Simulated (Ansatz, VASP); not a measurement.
**Rh in VASP and in Ansatz**

```xyz
1
Lattice="0.0000 1.8445 1.8445 1.8445 0.0000 1.8445 1.8445 1.8445 0.0000" Properties=species:S:1:pos:R:3 pbc="T T T"
Rh    0.0000    0.0000    0.0000
```

Change from the starting cell: strain -0.030 along x and y, -0.030 along z, atoms carried along.

Alike in both runs: task single point; functional r2SCAN; k mesh 22 × 22 × 22; occupations gaussian, width 0.15 eV; no spin polarisation.

```csv
,VASP,Ansatz
version,VASP 6.6.1,Ansatz 0.2.0
potentials or method,"VASP PAW PBE potentials, release 64 (Rh_pv)","scalar-relativistic, plane waves, PAW"
plane-wave cutoff (eV),520,500
valence electrons in the cell,15,17
```

Ansatz gave:

```
gap on the k mesh at the Fermi level (eV) : none
pressure (GPa)                            : 31.6
```

Task: Which values does VASP return?

Result: gap on the k mesh at the Fermi level (eV): none; pressure (GPa): 33.4.

A gap of «none» marks a metal or a gap that the smearing closes. The functional is the same, so the differences come from potentials, cutoffs and numerics. The two sets of potentials don't hold the same shells in valence.

Caveats: so large a pressure means that the cell lies far from this level's equilibrium, or that cutoff or potentials fall short (VASP); the potentials were made for another functional, which shifts forces and pressure (VASP).
